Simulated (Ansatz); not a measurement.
Cu: what symmetry allows forces and stress to be

```
CELL_PARAMETERS angstrom
2.63021 0.00000 0.01156
-1.31511 2.19400 -0.00578
0.01875 0.00000 4.20116
ATOMIC_POSITIONS crystal
Cu 0.31055 0.62110 0.25000
Cu 0.68945 0.37890 0.75000
```

Method: DFT PBE, scalar-relativistic, plane waves, PAW in Ansatz.

Plane waves to 420 eV, a k mesh through Γ of 16×16×10 on the computed 2-atom cell and Gaussian smearing (0.10 eV); no spin polarisation.

This distorted cell has space group C2/c, with 4 operations.

Q: Without a calculation: in which directions can each atom feel a force?

A: A force must be left unchanged by every operation that keeps its atom in place, so it lies in the space that those operations leave fixed. Atoms that the group maps onto each other feel forces of one size.
| atom | site symmetry | operations at the site | equivalent to atom | allowed force (Cartesian) |
| --- | --- | --- | --- | --- |
| Cu1 | 2 | 2 | 1 | along (0.00, 1.00, 0.00) |
| Cu2 | 2 | 2 | 1 | along (0.00, 1.00, 0.00) |

That leaves 1 independent force component of 6. A relaxation in this cell that keeps the symmetry moves the atoms in these directions alone.

Q: And the stress tensor?

A: It must be invariant under the point group, which leaves 4 independent components: yz, xy vanish.

Q: Do the computed values obey this?

A: Yes. Forces (eV/Å):
```
Cu1  0.000  0.117  0.000
Cu2  0.000 -0.117  0.000
```

Stress (GPa, compression positive, xx yy zz yz xz xy): -1.47 -2.26 -0.69 0.00 -0.57 0.00. The program imposes the same operations on density, forces and stress, so this confirms the analysis and is no independent test of the calculation.

This form isn't the element's structure at ambient conditions.